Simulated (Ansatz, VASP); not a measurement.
# PtSe2 in VASP and in Ansatz

```
Pt Se
1.0
     3.72400    0.00000    0.00000
    -1.86200    3.22508    0.00000
     0.00000    0.00000    5.06200
Pt Se
1 2
Direct
  0.00000 0.00000 0.00000
  0.33333 0.66667 0.25000
  0.66667 0.33333 0.75000
```

Alike in both runs: task single point; functional PBE; k mesh 6 × 6 × 4; occupations gaussian, width 0.05 eV; collinear spin; Hubbard terms Pt d U = 8.0 eV.

```csv
,VASP,Ansatz
version,VASP 6.6.1,Ansatz 0.2.0
potentials or method,"VASP PAW PBE potentials, release 64 (Pt, Se)","scalar-relativistic, plane waves, PAW"
plane-wave cutoff (eV),520,420
valence electrons in the cell,22,50
```

Ansatz gave:

| Quantity | Value |
| --- | --- |
| gap on the k mesh at the Fermi level (eV) | none |
| pressure (GPa) | 8.1 |
| largest component of the traceless stress (GPa) | 2.18 |
| rms of the force components (eV/Å) | 0.411 |
| net moment per atom (μB) | 0.00 |

Q: Which values does VASP return?

A: gap on the k mesh at the Fermi level (eV): none; pressure (GPa): 0.9; largest component of the traceless stress (GPa): 0.23; rms of the force components (eV/Å): 0.066; net moment per atom (μB): 0.00.

The programs project onto different local orbitals, so the same U acts differently. Atom by atom the forces differ by 0.345 eV/Å (rms over components). A gap of «none» marks a metal or a gap that the smearing closes. The two sets of potentials don't hold the same shells in valence. Ansatz warned: «filled_band_counts_differ_across_k_points».

Spin-orbit coupling is left out, which matters for the levels of Pt. The state reached can hang on the start; a lower one may exist.
